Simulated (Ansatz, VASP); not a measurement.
## Two plane-wave programs on Sc

The input INCAR:

```
PREC = Accurate
ENCUT = 520
EDIFF = 1E-6
ISMEAR = -1
SIGMA = 0.1
LREAL = False
LASPH = True
NELM = 100
ALGO = Normal
ISIF = 2
LWAVE = False
LCHARG = False
GGA = PS
NBANDS = 12
```

File KPOINTS:

```
regular mesh
0
Gamma
  14 14 14
```

Contents of POSCAR:

```
Sc
1.0
   -1.7398948510      1.7398948510      1.7398948510
    1.7398948510     -1.7398948510      1.7398948510
    1.7398948510      1.7398948510     -1.7398948510
Sc
1
Direct
    0.0000000000      0.0000000000      0.0000000000
```

Input for Ansatz:

```yaml
crystal:
  lattice:
    - [-1.739894851, 1.739894851, 1.739894851]
    - [1.739894851, -1.739894851, 1.739894851]
    - [1.739894851, 1.739894851, -1.739894851]
  atoms:
    - { symbol: Sc, position: [0.0, 0.0, 0.0] }
hamiltonian:
  xc: pbesol
  pseudopotentials:
    kind: paw
    azcp:
      Sc: "pseudopotentials/Sc.paw.azcp"
basis:
  ecutwfc: 420
  fft_grid_basis: typed
kpoints:
  mp_grid: { grid: [14, 14, 14], shift: [0, 0, 0] }
magnetization:
  spin_polarized: false
scf:
  occupations: { method: fermi_dirac, width: 0.1 }
  lower_state_search: "off"
output:
  stress: true
```

Alike in both runs: task single point; functional PBEsol; k mesh 14 × 14 × 14; occupations fermi-dirac, width 0.1 eV; no spin polarisation.

```csv
,VASP,Ansatz
version,VASP 6.6.1,Ansatz 0.2.0
potentials or method,"VASP PAW PBE potentials, release 64 (Sc_sv)","plane waves (420 eV) with PAW, scalar-relativistic"
plane-wave cutoff (eV),520,420
valence electrons in the cell,11,11
```

|  | VASP | Ansatz | Ansatz less VASP |
| --- | --- | --- | --- |
| pressure (GPa) | 8.6 | 8.5 | -0.04 |

Ansatz warned: «pseudo_functional_mismatch».

Caveats: the PAW data sets were made with another functional, which shifts forces and pressure a little (VASP).
